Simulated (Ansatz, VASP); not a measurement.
## One calculation of Ti, two programs

```
Ti
1.0
    -1.63311    1.63311    1.63311
     1.63311   -1.63311    1.63311
     1.63311    1.63311   -1.63311
Ti
1
Direct
  0.00000 0.00000 0.00000
```

Alike in both runs: functional PBE; k mesh 18 × 18 × 18; occupations gaussian, width 0.1 eV; no spin polarisation.

Ansatz relaxed the structure, and its values are those at the end. VASP's run is a single point on that final structure, the one shown.

|  | VASP | Ansatz |
| --- | --- | --- |
| version | VASP 6.6.1 | Ansatz 0.2.0 |
| potentials or method | VASP PAW PBE potentials, release 64 (Ti_sv) | scalar-relativistic, plane waves, PAW |
| plane-wave cutoff (eV) | 520 | 420 |
| valence electrons in the cell | 12 | 12 |

VASP gave:

* gap on the k mesh at the Fermi level (eV): none
* pressure (GPa): -1.3

Question: Estimate Ansatz's values.

Answer: gap on the k mesh at the Fermi level (eV): none; pressure (GPa): -1.0.

A gap of «none» marks a metal or a gap that the smearing closes.
